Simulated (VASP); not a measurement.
Crystal: ZnSe (Stilleite).

```
Se Zn
1.0
     0.00000    2.83380    2.83380
     2.83380    0.00000    2.83380
     2.83380    2.83380    0.00000
Se Zn
1 1
Direct
  0.75000 0.75000 0.75000
  0.00000 0.00000 0.00000
```

| Quantity | Value |
| --- | --- |
| Program | VASP 6.6.1 |
| Task | relaxation of cell and atoms |
| Functional | revPBE |
| Potentials or basis | VASP PAW PBE potentials, release 64 (Se, Zn) |
| Cutoff | 600 eV |
| k mesh | 8 × 8 × 8 |
| Occupations | fermi-dirac, width 0.05 eV |
| Spin | no spin polarisation |

At the start: pressure 4.0 GPa; volume 22.76 Å³/atom.

How do energy, volume and symmetry change on relaxing?

Over 3 steps the energy falls by 17.9 meV/atom and the volume is 24.30 Å³/atom (+6.8 %); space group F-43m (No. 216, to 0.05 Å).

Step by step:
| step | energy change (eV) | largest force (eV/Å) | pressure (GPa) | volume (Å³) |
| --- | --- | --- | --- | --- |
| 1 | 0.0000 | 0.0000 | 3.96 | 45.51 |
| 2 | -0.0342 | 0.0000 | -0.74 | 49.32 |
| 3 | -0.0359 | 0.0000 | 0.02 | 48.59 |

Final structure:
```
Se Zn
1.0
     0.00000    2.89627    2.89627
     2.89627    0.00000    2.89627
     2.89627    2.89627    0.00000
Se Zn
1 1
Direct
  0.75000 0.75000 0.75000
  0.00000 0.00000 0.00000
```

Caveat: the PAW data sets were made with another functional, which shifts forces and pressure a little.
